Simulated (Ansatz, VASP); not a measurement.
**MnO2: VASP beside Ansatz**

```
Mn O
1.0
     2.79826    0.00000    0.00000
    -1.39913    2.42337    0.00000
     0.00000    0.00000    4.50744
Mn O
1 2
Cartesian
  0.0000 0.0000 2.2537
  0.0000 1.6156 3.1836
  1.3991 0.8078 1.3239
```

Change from the starting cell: volume scaled by 0.94.

Alike in both runs: task single point; functional PBE; k mesh 11 × 11 × 6; occupations fermi-dirac, width 0.05 eV; collinear spin, ferromagnetic start.

|  | VASP | Ansatz |
| --- | --- | --- |
| version | VASP 6.6.1 | Ansatz 0.2.0 |
| potentials or method | VASP PAW PBE potentials, release 64 (Mn_pv, O) | Ansatz PAW |
| plane-wave cutoff (eV) | 520 | 420 |
| valence electrons in the cell | 25 | 27 |

|  | VASP | Ansatz | Ansatz less VASP |
| --- | --- | --- | --- |
| gap on the k mesh at the Fermi level (eV) | 0.57 | 0.61 | +0.036 |
| least direct gap on the mesh (eV) | 0.62 | 0.65 | +0.036 |
| pressure (GPa) | 20.8 | 19.5 | -1.29 |
| largest component of the traceless stress (GPa) | 5.06 | 4.59 | -0.473 |
| rms of the force components (eV/Å) | 0.618 | 0.567 | -0.0506 |
| net moment per atom (μB) | 1.00 | 1.00 | 0.000 |
| size of the moment on the site where the two differ most (μB) | 2.78 | 2.42 | -0.362 |

Site moments also hang on the region over which each program counts them. Atom by atom the forces differ by 0.051 eV/Å (rms over components). The two sets of potentials don't hold the same shells in valence.

Caveats: a cell with one magnetic atom can't hold antiferromagnetic order, which such compounds often take; forces of over 1 eV/Å show positions far from the minimum, so gaps and moduli don't describe the material at rest; an odd mesh through Γ misses points on the zone boundary, where band edges often lie (VASP); odd divisions of the mesh miss points on the zone boundary, where band edges often lie, so the gap on the mesh can be too wide (Ansatz); the pressure holds a Pulay correction of +0.8 GPa for the finite cutoff (Ansatz).
